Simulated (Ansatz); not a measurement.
## AlN: moving Al off its site

AlN, F-43m, a = 4.368 Å (as given, not relaxed at this level: 1.3 GPa). This isn't the usual stable structure of the compound. Ansatz: PBEsol, PAW, 420 eV, Γ-centred 10×10×10 mesh on 2 atoms, Gaussian smearing 0.05 eV; no spin polarisation.

```
CELL_PARAMETERS angstrom
0.00000 2.18399 2.18399
2.18399 0.00000 2.18399
2.18399 2.18399 0.00000
ATOMIC_POSITIONS crystal
Al 0.00000 0.00000 0.00000
N 0.75000 0.75000 0.75000
```

Atom 1 (Al) moves by x along the unit vector (0.000, -0.707, -0.707), with its periodic images; all else is held. y is the free energy of the cell over the start, F the force along the path summed over the moved atoms. Symmetry makes y even in x.

| x (Å) | y (meV) | F (eV/Å) |
| --- | --- | --- |
| -0.3000 | ? | ? |
| -0.1500 | 166.7 | 2.26 |
| 0.0000 | 0.0 | 0.00 |
| 0.0375 | 10.2 | -0.55 |
| 0.0750 | 41.1 | -1.10 |
| 0.1125 | 93.0 | -1.67 |
| 0.1875 | 263.2 | -2.89 |
| 0.2250 | 383.9 | -3.55 |
| 0.2625 | 530.4 | -4.26 |

Task: Fit y = c2 x² + c4 x⁴ to the energies of the other rows, give the force constant, and predict energy and force of the missing row.

Result: Least squares on the rows shown. y = 7268.1 x² + 6229.0 x⁴. The force constant is 2 c2 = 14.5 eV/Å² (for all images moving together, not for a lone atom). With two atoms in a cubic cell this is the optical mode at Γ without the LO field: ω = 521.5 √(2 c2/μ) = 655 cm⁻¹ for μ = 9.22 u. The force −dy/dx at the missing row is 5.03 eV/Å (computed 5.02). At x = -0.3000 the fit asked for gives 704.6 meV. The run gave 704.3 meV, so the fit is 0.3 meV too high, a small miss on the scale of the series.

Cost: 9 runs of about 0.85 core-minutes in all, on Intel Xeon Processor @ 2.70GHz (shared hosts).